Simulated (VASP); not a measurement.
Something may be wrong with this VASP 6.6.1 calculation of Ni.

run.py

```python
from ase.calculators.vasp import Vasp
from ase.eos import EquationOfState
from ase.io import Trajectory
from ase.io import read
from ase.units import GPa

atoms = read('POSCAR')
calc = Vasp(
    directory='calc',
    xc='lda',
    pp='LDA',
    setups='gw',
    prec='Accurate',
    encut=600,
    ediff=1e-06,
    ismear=-1,
    sigma=0.02,
    lreal=False,
    lasph=True,
    nelm=67,
    algo='Damped',
    isif=2,
    lwave=False,
    lcharg=False,
    ispin=2,
    lorbit=11,
    lmaxmix=4,
    time=4.0,
    kpts=[13, 13, 13],
    gamma=True,
)
atoms.calc = calc
cell = atoms.cell.copy()
volumes, energies = [], []
traj = Trajectory('eos.traj', 'w')
for x in [0.94, 0.96, 0.98, 1.0, 1.02, 1.04, 1.06]:
    atoms.set_cell(cell * x ** (1 / 3), scale_atoms=True)
    volumes.append(atoms.get_volume())
    energies.append(atoms.get_potential_energy())
    traj.write(atoms)
    print(f'{x:5.2f} {volumes[-1]:12.5f} {energies[-1]:14.6f}')

v0, e0, B = EquationOfState(volumes, energies, eos='birchmurnaghan').fit()
print(f'V0 = {v0:.4f} A^3, E0 = {e0:.6f} eV, B = {B / GPa:.2f} GPa')
```

File POSCAR:

```
Ni
1.0
    0.0000000000      1.7375729330      1.7375729330
    1.7375729330      0.0000000000      1.7375729330
    1.7375729330      1.7375729330      0.0000000000
Ni
1
Direct
    0.0000000000      0.0000000000      0.0000000000
```

Potentials or basis: VASP PAW LDA potentials, release 64 (Ni_sv_GW).

Launch:

```console
$ python run.py
```

Output:

```text
0.94      9.86250     645.688931
 0.96     10.07234     629.451019
 0.98     10.28218     607.369881
 1.00     10.49202     602.366811
 1.02     10.70186     636.858929
 1.04     10.91170     625.323479
 1.06     11.12154     651.660201
V0 = 10.3709 A^3, E0 = 610.710036 eV, B = 363567.41 GPa
```

OUTCAR:

```text
ENCUT = 600.000000
   EDIFF = 1.00e-06
[... 1110 lines left out ...]

=======================================================================
```

Problem. Diagnose the run.

Solution. The calculation stopped without meeting its thresholds. The input holds a flaw that was put in on purpose: damping step far too long (ALGO = Damped; TIME = 4).
